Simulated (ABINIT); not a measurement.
# Bi (Im-3m) in ABINIT: further runs

The runs below take Bi through equation of state, band structure, with LDA, revPBE+D3, PW91+D3(BJ), PBEsol.

Program: ABINIT 10.8.3 (patched build). These are calculated values, not measurements. Logs are shortened: lines on timing, memory, paths and dates and some standing lists are left out, and cuts for length are marked. The log counts tension as positive stress, the text compression.

## 1. The crystal as given

Symmetry: Im-3m, No. 229, cubic system. The conventional cell has a = 3.963 Å, b = 3.963 Å, c = 3.963 Å, α = 90.00°, β = 90.00°, γ = 90.00°. Around Bi (site symmetry m-3m) lie 8 Bi at 3.43 Å.

This isn't the form of Bi at room conditions, which is rhombohedral.

## 2. Equation of state, LDA

Contents of run.abi:

```
ndtset 7
getwfk -1
scalecart1 3*0.9795861087
scalecart2 3*0.9864848297
scalecart3 3*0.9932883884
scalecart4 3*1.0000000000
scalecart5 3*1.0066227096
scalecart6 3*1.0131594038
scalecart7 3*1.0196128224

pp_dirpath "./"
pseudos "Bi.upf"

acell 3.4319383527 3.4319383527 3.4319383527 Angstrom
rprim
    -0.5773502692     0.5773502692     0.5773502692
     0.5773502692    -0.5773502692     0.5773502692
     0.5773502692     0.5773502692    -0.5773502692
ntypat 1
znucl 83
natom 1
typat 1
xred
     0.0000000000     0.0000000000     0.0000000000

ecut 35.0

kptopt 1
ngkpt 9 9 9
nshiftk 1
shiftk 0.0 0.0 0.0

ixc 7

nband 12
occopt 3
tsmear 0.00183747

nstep 100
tolvrs 1.0e-10

iomode 3
prtwf 1
prtden 0
prteig 0
prtebands 0
enunit 1
```

Potentials or basis: PseudoDojo NC SR LDA v0.4.1 standard.

The run is started by

```console
$ abinit run.abi > log 2>&1
```

run.abo:

```text
.Version 10.8.3 of ABINIT
 DATASET    1 : space group Im -3 m (#229); Bravais cI (body-center cubic)
================================================================================
 Values of the parameters that define the memory need for DATASET  1.
     intxc =       0    ionmov =       0      iscf =       7    lmnmax =       6
     lnmax =       6     mgfft =      36  mpssoang =       3    mqgrid =    3001
     natom =       1  nloc_mem =       1    nspden =       1   nspinor =       1
    nsppol =       1      nsym =      48    n1xccc =    2501    ntypat =       1
    occopt =       3   xclevel =       1
       mpw =        1969          nfft =       46656          nkpt =          35
================================================================================
================================================================================
[... 61 lines left out ...]
 DATASET    7 : space group Im -3 m (#229); Bravais cI (body-center cubic)
================================================================================
 Values of the parameters that define the memory need for DATASET  7.
     intxc =       0    ionmov =       0      iscf =       7    lmnmax =       6
     lnmax =       6     mgfft =      36  mpssoang =       3    mqgrid =    3001
     natom =       1  nloc_mem =       1    nspden =       1   nspinor =       1
    nsppol =       1      nsym =      48    n1xccc =    2501    ntypat =       1
    occopt =       3   xclevel =       1
       mpw =        2230          nfft =       46656          nkpt =          35
================================================================================
================================================================================

--------------------------------------------------------------------------------
------------- Echo of variables that govern the present computation ------------
--------------------------------------------------------------------------------
 -outvars: echo values of preprocessed input variables --------
            acell      6.4854235676E+00  6.4854235676E+00  6.4854235676E+00 Bohr
              amu      2.08980370E+02
             ecut      3.50000000E+01 Hartree
           enunit           1
           getwfk          -1
              ixc           7
           jdtset        1    2    3    4    5    6    7
         kptrlatt        9    0    0      0    9    0      0    0    9
          kptrlen1     5.71772775E+01
          kptrlen2     5.75799477E+01
          kptrlen3     5.79770633E+01
          kptrlen4     5.83688121E+01
          kptrlen5     5.87553718E+01
          kptrlen6     5.91369109E+01
          kptrlen7     5.95135893E+01
            natom           1
            nband          12
           ndtset           7
            ngfft          36      36      36
             nkpt          35
            nstep         100
             nsym          48
           ntypat           1
           occopt           3
           prtden           0
        prtebands           0
           prteig           0
            rprim1    -5.6556430356E-01  5.6556430356E-01  5.6556430356E-01
                       5.6556430356E-01 -5.6556430356E-01  5.6556430356E-01
                       5.6556430356E-01  5.6556430356E-01 -5.6556430356E-01
            rprim2    -5.6954728199E-01  5.6954728199E-01  5.6954728199E-01
                       5.6954728199E-01 -5.6954728199E-01  5.6954728199E-01
                       5.6954728199E-01  5.6954728199E-01 -5.6954728199E-01
            rprim3    -5.7347531844E-01  5.7347531844E-01  5.7347531844E-01
                       5.7347531844E-01 -5.7347531844E-01  5.7347531844E-01
                       5.7347531844E-01  5.7347531844E-01 -5.7347531844E-01
            rprim4    -5.7735026920E-01  5.7735026920E-01  5.7735026920E-01
                       5.7735026920E-01 -5.7735026920E-01  5.7735026920E-01
                       5.7735026920E-01  5.7735026920E-01 -5.7735026920E-01
            rprim5    -5.8117389237E-01  5.8117389237E-01  5.8117389237E-01
                       5.8117389237E-01 -5.8117389237E-01  5.8117389237E-01
                       5.8117389237E-01  5.8117389237E-01 -5.8117389237E-01
            rprim6    -5.8494785453E-01  5.8494785453E-01  5.8494785453E-01
                       5.8494785453E-01 -5.8494785453E-01  5.8494785453E-01
                       5.8494785453E-01  5.8494785453E-01 -5.8494785453E-01
            rprim7    -5.8867373749E-01  5.8867373749E-01  5.8867373749E-01
                       5.8867373749E-01 -5.8867373749E-01  5.8867373749E-01
                       5.8867373749E-01  5.8867373749E-01 -5.8867373749E-01
          spgroup         229
           tolvrs      1.00000000E-10
           tsmear      1.83747000E-03 Hartree
            typat      1
            znucl       83.00000

================================================================================

 chkinp: Checking input parameters for consistency, jdtset=   1.

 chkinp: Checking input parameters for consistency, jdtset=   2.

 chkinp: Checking input parameters for consistency, jdtset=   3.

 chkinp: Checking input parameters for consistency, jdtset=   4.
[... 22 lines left out ...]
 Real(R)+Recip(G) space primitive vectors, cartesian coordinates (Bohr,Bohr^-1):
 R(1)= -3.6679241  3.6679241  3.6679241  G(1)=  0.0000000  0.1363169  0.1363169
 R(2)=  3.6679241 -3.6679241  3.6679241  G(2)=  0.1363169  0.0000000  0.1363169
 R(3)=  3.6679241  3.6679241 -3.6679241  G(3)=  0.1363169  0.1363169  0.0000000
 Unit cell volume ucvol=  1.9738811E+02 bohr^3
 Angles (23,13,12)=  1.09471221E+02  1.09471221E+02  1.09471221E+02 degrees

 getcut: wavevector=  0.0000  0.0000  0.0000  ngfft=  36  36  36
         ecut(hartree)=     35.000   => boxcut(ratio)=   2.12776

--- Pseudopotential description ------------------------------------------------
- pspini: atom type   1  psp file is ./Bi.upf
12 -1012 2 -1 1454                            pspcod,pspxc,lmax,lloc,mmax
     nproj     2     2     2

   6.40615072E+02                                ecore*ucvol(ha*bohr**3)
--------------------------------------------------------------------------------

================================================================================

--- !BeginCycle
iteration_state: {dtset: 1, }
solver: {iscf: 7, nstep: 100, nline: 4, wfoptalg: 0, }
tolerances: {tolvrs: 1.00E-10, }
...

     iter   Etot(hartree)      deltaE(h)  residm     vres2
 ETOT  1  -81.898614967094    -8.190E+01 7.472E-02 8.836E-01
 ETOT  2  -81.917722892184    -1.911E-02 6.443E-03 1.631E-01
 ETOT  3  -81.917739319855    -1.643E-05 1.925E-03 4.819E-02
 ETOT  4  -81.917749179018    -9.859E-06 8.651E-04 1.275E-04
 ETOT  5  -81.917749209914    -3.090E-08 1.036E-04 5.725E-07
 ETOT  6  -81.917749210009    -9.527E-11 2.006E-04 1.060E-08
 ETOT  7  -81.917749210011    -2.501E-12 1.992E-05 3.701E-10
 ETOT  8  -81.917749210011     4.547E-13 4.984E-05 1.976E-12
[... 924 lines left out ...]
 Cartesian components of stress tensor (hartree/bohr^3)
  sigma(1 1)=  1.93429244E-04  sigma(3 2)=  0.00000000E+00
  sigma(2 2)=  1.93429244E-04  sigma(3 1)=  0.00000000E+00
  sigma(3 3)=  1.93429244E-04  sigma(2 1)=  0.00000000E+00

-Cartesian components of stress tensor (GPa)         [Pressure= -5.6909E+00 GPa]
- sigma(1 1)=  5.69088483E+00  sigma(3 2)=  0.00000000E+00
- sigma(2 2)=  5.69088483E+00  sigma(3 1)=  0.00000000E+00
- sigma(3 3)=  5.69088483E+00  sigma(2 1)=  0.00000000E+00

== END DATASET(S) ==============================================================
================================================================================

 -outvars: echo values of variables after computation  --------
            acell      6.4854235676E+00  6.4854235676E+00  6.4854235676E+00 Bohr
           etotal1    -8.1917749210E+01
           etotal2    -8.1917695882E+01
           etotal3    -8.1917464437E+01
           etotal4    -8.1917073677E+01
           etotal5    -8.1916542219E+01
           etotal6    -8.1915887571E+01
           etotal7    -8.1915125369E+01
            fcart1     0.0000000000E+00  0.0000000000E+00  0.0000000000E+00
            fcart2    -0.0000000000E+00 -0.0000000000E+00 -0.0000000000E+00
            fcart3     0.0000000000E+00  0.0000000000E+00  0.0000000000E+00
            fcart4    -0.0000000000E+00 -0.0000000000E+00 -0.0000000000E+00
            fcart5     0.0000000000E+00  0.0000000000E+00  0.0000000000E+00
            fcart6    -0.0000000000E+00 -0.0000000000E+00 -0.0000000000E+00
            fcart7     0.0000000000E+00  0.0000000000E+00  0.0000000000E+00
            rprim1    -5.6556430356E-01  5.6556430356E-01  5.6556430356E-01
                       5.6556430356E-01 -5.6556430356E-01  5.6556430356E-01
                       5.6556430356E-01  5.6556430356E-01 -5.6556430356E-01
            rprim2    -5.6954728199E-01  5.6954728199E-01  5.6954728199E-01
                       5.6954728199E-01 -5.6954728199E-01  5.6954728199E-01
                       5.6954728199E-01  5.6954728199E-01 -5.6954728199E-01
            rprim3    -5.7347531844E-01  5.7347531844E-01  5.7347531844E-01
                       5.7347531844E-01 -5.7347531844E-01  5.7347531844E-01
[... 9 lines left out ...]
                       5.8494785453E-01  5.8494785453E-01 -5.8494785453E-01
            rprim7    -5.8867373749E-01  5.8867373749E-01  5.8867373749E-01
                       5.8867373749E-01 -5.8867373749E-01  5.8867373749E-01
                       5.8867373749E-01  5.8867373749E-01 -5.8867373749E-01
           strten1    -9.6864300227E-06 -9.6864300228E-06 -9.6864300227E-06
                       0.0000000000E+00  0.0000000000E+00  0.0000000000E+00
           strten2     3.4910779916E-05  3.4910779916E-05  3.4910779916E-05
                       0.0000000000E+00  0.0000000000E+00  0.0000000000E+00
           strten3     7.5090411031E-05  7.5090411031E-05  7.5090411031E-05
                       0.0000000000E+00  0.0000000000E+00  0.0000000000E+00
           strten4     1.1076843540E-04  1.1076843540E-04  1.1076843540E-04
                       0.0000000000E+00  0.0000000000E+00  0.0000000000E+00
           strten5     1.4212348671E-04  1.4212348671E-04  1.4212348671E-04
                       0.0000000000E+00  0.0000000000E+00  0.0000000000E+00
           strten6     1.6951397106E-04  1.6951397106E-04  1.6951397106E-04
                       0.0000000000E+00  0.0000000000E+00  0.0000000000E+00
           strten7     1.9342924397E-04  1.9342924397E-04  1.9342924397E-04
                       0.0000000000E+00  0.0000000000E+00  0.0000000000E+00
 Calculation completed.
```

It took 2 min on 1 thread of Arm Neoverse V1, shared host; peak memory 0.12 GiB.

Results:

| Item | Value |
| --- | --- |
| Equilibrium volume | 29.39 Å³/atom |
| Bulk modulus | 65 GPa |
| Pressure derivative of the bulk modulus | 4.9 |

Energy against volume, from the lowest point:
```csv
volume (Å³/atom),energy (meV/atom)
29.250,0.00
29.872,1.45
30.495,7.75
31.117,18.38
31.739,32.84
32.362,50.66
32.984,71.40
```

Caveat: pressures at fixed basis lie under the slope of the energies.

## 3. Equation of state, revPBE+D3

Contents of run.abi:

```
# Datasets: one volume each
ndtset 7
getwfk -1
scalecart1 3*0.9795861087
scalecart2 3*0.9864848297
scalecart3 3*0.9932883884
scalecart4 3*1.0000000000
scalecart5 3*1.0066227096
scalecart6 3*1.0131594038
scalecart7 3*1.0196128224

# Pseudopotentials
pp_dirpath "./"
pseudos "Bi.GGA_PBE-JTH.xml"

# Structure
acell 3*1.0
rprim
    -3.7443610401     3.7443610401     3.7443610401
     3.7443610401    -3.7443610401     3.7443610401
     3.7443610401     3.7443610401    -3.7443610401
ntypat 1
znucl 83
natom 1
typat 1
xred
     0.0000000000     0.0000000000     0.0000000000

# Plane-wave basis
ecut 15.0
pawecutdg 30.0

# k points
kptopt 1
ngkpt 9 9 9
nshiftk 1
shiftk 0.0 0.0 0.0

# Exchange and correlation
ixc 14
vdw_xc 6

# Bands and occupations
nband 12
occopt 3
tsmear 0.05 eV

# SCF cycle
nstep 100
tolvrs 1.0e-9

# Output
iomode 3
prtwf 1
prtden 0
prteig 0
prtebands 0
enunit 2
```

Potentials or basis: JTH PAW PBE v2.0.

The run is started by

```console
$ abinit run.abi > log 2>&1
```

Run time: 47 s. Hardware: 1 thread of Arm Neoverse V1, shared host; peak memory 0.13 GiB.

It converged, with:

| Item | Value |
| --- | --- |
| Equilibrium volume | 31.16 Å³/atom |
| Bulk modulus | 47 GPa |
| Pressure derivative of the bulk modulus | 4.6 (rough: it moves with the points fitted) |

Energy against volume, from the lowest point:
```tsv
volume (Å³/atom)	energy (meV/atom)
29.250	19.31
29.872	8.64
30.495	2.03
31.117	0.00
31.739	1.77
32.362	6.21
32.984	14.15
```

Caveat: the cutoff is too short for stress, so the log's stress isn't used; pressures at fixed basis lie under the slope of the energies; the PAW data sets were made with another functional, which shifts forces and pressure a little.

(Continued in part 2 of 2.)
